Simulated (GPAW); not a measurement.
# Fe (Fmmm) in GPAW: single point with PBE

Aim: the single point of Fe with PBE.

Program: GPAW 26.7.0. These are calculated values, not measurements. Logs are shortened: lines on timing, memory, paths and dates and some standing lists are left out, and cuts for length are marked. The log counts tension as positive stress, the text compression.

### Step 1. The crystal as given

Symmetry: Fmmm, No. 69, orthorhombic system. Conventional cell: a = 2.997 Å, b = 3.883 Å, c = 3.930 Å, α = 90.00°, β = 90.00°, γ = 90.00°. Fe (site symmetry mmm) is surrounded by 12 Fe at 2.45 to 2.76 Å.

### Step 2. Single point, PBE, collinear spin, ferromagnetic start

run.py

```python
from ase.dft.bandgap import bandgap
from ase.io import read, write
from ase.units import GPa
from gpaw import GPAW, PW

atoms = read('Fe.cif')
atoms.set_initial_magnetic_moments([4.0, 4.0, 4.0, 4.0])

calc = GPAW(mode=PW(400),
            xc='PBE',
            kpts={'size': (7, 6, 6), 'gamma': True},
            occupations={'name': 'fermi-dirac', 'width': 0.05},
            nbands=34,
            maxiter=120,
            txt='gpaw.txt')
atoms.calc = calc
energy = atoms.get_potential_energy()
forces = atoms.get_forces()
stress = atoms.get_stress()
calc.write('gs.gpw')
write('result.traj', atoms)
print(f'Energy: {energy:.6f} eV')
print('Forces (eV/A):')
print(forces.round(4))
print('Stress (GPa):', (stress / GPa).round(3))
print('Moments:', calc.get_magnetic_moments().round(3))
print('Fermi level:', round(calc.get_fermi_level(), 4), 'eV')
print(f'Gap: {bandgap(calc)[0]:.4f} eV, direct: {bandgap(calc, direct=True)[0]:.4f} eV')
```

Fe.cif

```cif
data_Fe
_cell_length_a 2.99687942
_cell_length_b 3.88347938
_cell_length_c 3.93021032
_cell_angle_alpha 90.00000000
_cell_angle_beta 90.00000000
_cell_angle_gamma 90.00000000
_space_group_name_H-M_alt 'Fmmm'
_space_group_name_Hall '-F 2 2'
_space_group_IT_number 69
loop_
_space_group_symop_operation_xyz
'x,y,z'
'-x,-y,-z'
'-x,-y,z'
'x,y,-z'
'x,-y,-z'
'-x,y,z'
'-x,y,-z'
'x,-y,z'
'x,y+1/2,z+1/2'
'-x,-y+1/2,-z+1/2'
'-x,-y+1/2,z+1/2'
'x,y+1/2,-z+1/2'
'x,-y+1/2,-z+1/2'
'-x,y+1/2,z+1/2'
'-x,y+1/2,-z+1/2'
'x,-y+1/2,z+1/2'
'x+1/2,y,z+1/2'
'-x+1/2,-y,-z+1/2'
'-x+1/2,-y,z+1/2'
'x+1/2,y,-z+1/2'
'x+1/2,-y,-z+1/2'
'-x+1/2,y,z+1/2'
'-x+1/2,y,-z+1/2'
'x+1/2,-y,z+1/2'
'x+1/2,y+1/2,z'
'-x+1/2,-y+1/2,-z'
'-x+1/2,-y+1/2,z'
'x+1/2,y+1/2,-z'
'x+1/2,-y+1/2,-z'
'-x+1/2,y+1/2,z'
'-x+1/2,y+1/2,-z'
'x+1/2,-y+1/2,z'
loop_
_atom_site_label
_atom_site_type_symbol
_atom_site_symmetry_multiplicity
_atom_site_Wyckoff_symbol
_atom_site_fract_x
_atom_site_fract_y
_atom_site_fract_z
_atom_site_occupancy
Fe1 Fe 4 a 0.0000000000 0.0000000000 0.0000000000 1
```

Potentials or basis: GPAW PAW data sets (gpaw-data 1.2.1), pw.

On the command line:

```sh
$ OMP_NUM_THREADS=1 python run.py
```

gpaw.txt:

```text
__  _  _
 | _ |_)|_||  |
 |__||  | ||/\| - 26.7.0

Input parameters:
  mode=PW(ecut=400.0),
  kpts=MonkhorstPack(size=(7, 6, 6), gamma=True),
  maxiter=120,
  nbands=34,
  occupations=Occupations(name='fermi-dirac', width=0.05),
  xc=XC(name='PBE')

Diagonalizing LCAO Hamiltonian
Converting LCAO to pw mode
   .------.
  /|      |
 * |      |
 |Fe      |
 | |      |
 | .-Fe---.
 |/   Fe /
 Fe-----*

Atoms  # Å, Bohr magnetons
|   | symbol |        x |        y |        z |    initial magnetic moments |
|---|--------|----------|----------|----------|-----------------------------|
| 0 |     Fe | 0.000000 | 0.000000 | 0.000000 | ( 0.0000,  0.0000,  4.0000) |
| 1 |     Fe | 0.000000 | 1.941740 | 1.965105 | ( 0.0000,  0.0000,  4.0000) |
| 2 |     Fe | 1.498440 | 0.000000 | 1.965105 | ( 0.0000,  0.0000,  4.0000) |
| 3 |     Fe | 1.498440 | 1.941740 | 0.000000 | ( 0.0000,  0.0000,  4.0000) |

Unit cell  # Å
| periodic |        x |        y |        z |  lengths |    angles |
|----------|----------|----------|----------|----------|-----------|
|      yes | 2.996879 | 0.000000 | 0.000000 | 2.996879 | 90.000000 |
|      yes | 0.000000 | 3.883479 | 0.000000 | 3.883479 | 90.000000 |
|      yes | 0.000000 | 0.000000 | 3.930210 | 3.930210 | 90.000000 |

Number of symmetries: 8
Symmetry operations  # r_c * U_cc + t_c -> r_c
|   | kind |            matrix            |
|---|------|------------------------------|
| 0 |  E   |  1, 0, 0,  0, 1, 0,  0, 0, 1 |
| 1 |  σ   |  1, 0, 0,  0, 1, 0,  0, 0,-1 |
| 2 |  σ   |  1, 0, 0,  0,-1, 0,  0, 0, 1 |
| 3 |  C2  |  1, 0, 0,  0,-1, 0,  0, 0,-1 |
| 4 |  σ   | -1, 0, 0,  0, 1, 0,  0, 0, 1 |
| 5 |  C2  | -1, 0, 0,  0, 1, 0,  0, 0,-1 |
| 6 |  C2  | -1, 0, 0,  0,-1, 0,  0, 0, 1 |
| 7 |  i   | -1, 0, 0,  0,-1, 0,  0, 0,-1 |

BZ-sampling:
  Number of BZ points: 252
  Number of IBZ points: 64

  Monkhorst-Pack size: [7, 6, 6]
  Monkhorst-Pack shift: [0.0, 0.08333333333333333, 0.08333333333333333]

K-points  # in reciprocal-cell coordinates
|     |                                coordinates |     weight |
|-----|--------------------------------------------|------------|
|   0 | (  0.00000000,   0.00000000,   0.00000000) | 0.00396825 |
|   1 | (  0.00000000,   0.00000000,   0.16666667) | 0.00793651 |
|   2 | (  0.00000000,   0.00000000,   0.33333333) | 0.00793651 |
|   3 | (  0.00000000,   0.00000000,   0.50000000) | 0.00396825 |
|   4 | (  0.00000000,   0.16666667,   0.00000000) | 0.00793651 |
|   5 | (  0.00000000,   0.16666667,   0.16666667) | 0.01587302 |
|   6 | (  0.00000000,   0.16666667,   0.33333333) | 0.01587302 |
|   7 | (  0.00000000,   0.16666667,   0.50000000) | 0.00793651 |
|   8 | (  0.00000000,   0.33333333,   0.00000000) | 0.00793651 |
|   9 | (  0.00000000,   0.33333333,   0.16666667) | 0.01587302 |
| ... |                                            |            |
|  63 | (  0.42857143,   0.50000000,   0.50000000) | 0.00793651 |

Plane wave coefficients: 846
Cutoff: 400.0 eV

Spin-components: 2 (collinear spins)
Bands:           34
Projectors:      24
Spin-degeneracy: 1
Datatype:        complex128

Parallelization:
  kpt:    1
  domain: 1
  band:   1

Density:
  Valence electrons: 32.0
  Components: 2
  Grid points: [14 18 20]
  Charge: 0.0  # |e|

Potential:
  Grid points: [14 18 20]

species:
  Fe:
    name:    Iron
    Z:       26.0
    valence: 8
    core:    18
    charge:  0.0  # [|e|]
    compensation charges:
      type: gauss
      rc: 0.33  # [Å]
      lmax: 2
    cutoffs:
      filter: 2.06  # [Å]
      core: 2.67  # [Å]
    projectors
    | kind |    occ | energy [eV] | rcut [Å] |
    |------|--------|-------------|----------|
    |   4s |  2.000 |      -5.291 |    1.164 |
    |   4p |  0.000 |      -1.326 |    1.058 |
    |   3d |  6.000 |      -7.505 |    1.058 |
    |    s |        |      21.920 |    1.164 |
    |    p |        |      25.885 |    1.058 |
    |    d |        |      19.706 |    1.058 |

    Using partial waves for Fe as LCAO basis

Reference energy: -138477.818400  # eV

eigensolver:
  PPCG
  Converge bands: occupied
  niter=2

density mixing:
  MSR1-Mixer
  Pratt-step length: 0.05
  Maximum mixing coefficient: 0.75
  Old densities: 10
  SVD Regularization: 0.005
  Good broyden scale: 1.0
  Trust region scale: 1.0
  Backstep threshold: 4.0
  History deletion threshold: 6.0
  Fourier metric: weight=20.0, sigma=0.015

occupation numbers:
  Fermi-Dirac:
    width: 0.0500  # eV

poisson solver:
  ecut: 3200.0  # eV

xc functional:
  name: PBE with 2 nearest neighbor stencil

convergence criteria:
- Maximum [total energy] change in last 3 cyles: 0.0005 eV / valence electron
- Maximum integral of absolute [dens]ity change: 0.0001 electrons / valence electron
- Maximum integral of absolute [eigenst]ate change: 4e-08 eV^2 / valence electron
maximum number of iterations: 120

SCF iterations
|iter     | |      energy | eigst |  dens |  magmom |
|---------|-|-------------|-------|-------|---------|
|iter:   1| |  -33.924495 | +0.34 |       | +16.0283|
|iter:   2| |  -34.050257 | -1.53 | -0.71 | +15.7763|
|iter:   3| |  -35.416289 | -1.64 | -0.73 | +11.7552|
|iter:   4| |  -35.561974 | -1.84 | -1.08 | +11.0611|
|iter:   5| |  -36.438703 | -1.89 | -1.06 |  +9.1787|
|iter:   6| |  -35.524145 | -2.23 | -0.86 |  +8.5842|
|iter:   7| |  -35.619208 | -3.21 | -1.60 |  +8.7753|
|iter:   8| |  -35.557556 | -3.39 | -1.48 |  +8.7126|
|iter:   9| |  -35.569684 | -3.81 | -1.78 |  +8.7202|
|iter:  10| |  -35.575197 | -3.87 | -1.98 |  +8.7706|
|iter:  11| |  -35.573863c| -5.06 | -2.28 |  +8.7785|
|iter:  12| |  -35.574074c| -5.24 | -2.70 |  +8.7795|
|iter:  13| |  -35.574159c| -5.49 | -3.05 |  +8.7953|
|iter:  14| |  -35.574165c| -6.93 | -3.75 |  +8.7998|
|iter:  15| |  -35.574168c| -7.78c| -4.39c|  +8.8002|

Converged in 15 steps
Energy contributions relative to reference atoms: (reference = -138477.818400)

Energy contributions:
  Kinetic:          27.266580
  Coulomb:         -23.206814
  Zero:              1.167222
  External:          0.000000
  Xc:              -40.784758
  Entropy:          -0.032793
  Spinorbit:         0.000000
  ----------------------------
  Free energy:     -35.590564
  Extrapolated:    -35.574168

dipole moment: (-14.703495, -19.053392, -19.282658)  # |e|*Ang

Total magnetic moment: (0.000000, 0.000000, 8.800177)

Local magnetic moments
|        x |        y |        z |
|----------|----------|----------|
| 0.000000 | 0.000000 | 2.237969 |  # Fe   0
| 0.000000 | 0.000000 | 2.237761 |  # Fe   1
| 0.000000 | 0.000000 | 2.237660 |  # Fe   2
| 0.000000 | 0.000000 | 2.238075 |  # Fe   3

Fermi level: 10.081
Eigenvalues  # (at kpt = [0.000, 0.000, 0.000])
| band index |      eig [eV] | occ [0-1] |      eig [eV] | occ [0-1] |
|------------|---------------|-----------|---------------|-----------|
|          0 |         1.521 |     1.000 |         1.673 |     1.000 |
|        ... |               |           |               |           |
|          5 |         6.349 |     1.000 |         7.947 |     1.000 |
|          6 |         6.363 |     1.000 |         8.003 |     1.000 |
|          7 |         7.628 |     1.000 |         9.461 |     1.000 |
|          8 |         7.716 |     1.000 |         9.609 |     1.000 |
|          9 |         8.047 |     1.000 |        10.108 |     0.370 |
|         10 |         8.718 |     1.000 |        10.896 |     0.000 |
[... 8 lines left out ...]
|         19 |        10.464 |     0.000 |        12.382 |     0.000 |
|         20 |        10.541 |     0.000 |        12.445 |     0.000 |
|        ... |               |           |               |           |
|         33 |        30.863 |     0.000 |        31.941 |     0.000 |

No gap
No difference between direct/indirect transitions

Forces  # eV/Ang
|        x |       y |       z |
|----------|---------|---------|
|  0.00000 | 0.00000 | 0.00000 |  # Fe   0
| -0.00000 | 0.00000 | 0.00000 |  # Fe   1
|  0.00000 | 0.00000 | 0.00000 |  # Fe   2
|  0.00000 | 0.00000 | 0.00000 |  # Fe   3

Stress tensor  # eV/Ang^3
|        x |        y |        z |
|----------|----------|----------|
| 0.068383 | 0.000000 | 0.000000 |
| 0.000000 | 0.004105 | 0.000000 |
| 0.000000 | 0.000000 | 0.016820 |

# Writing to gs.gpw (mode='')
```

Wall time 90 s (1 thread of Intel Xeon Platinum 8375C at 2.90GHz (Ice Lake), shared host); peak memory 0.2 GiB.

These settings aren't checked as converged: the numbers below hold their error.

Results:

* Free energy: -35.5906 eV
* Pressure: -4.8 GPa
* Band gap on the k mesh: none (metal or under the smearing width)
* Net moment: 8.80 μB per cell
* Site moments: Fe +2.24 μB

Caveat: the cutoff is short for stress and forces, so pressures can be off by a GPa or more.
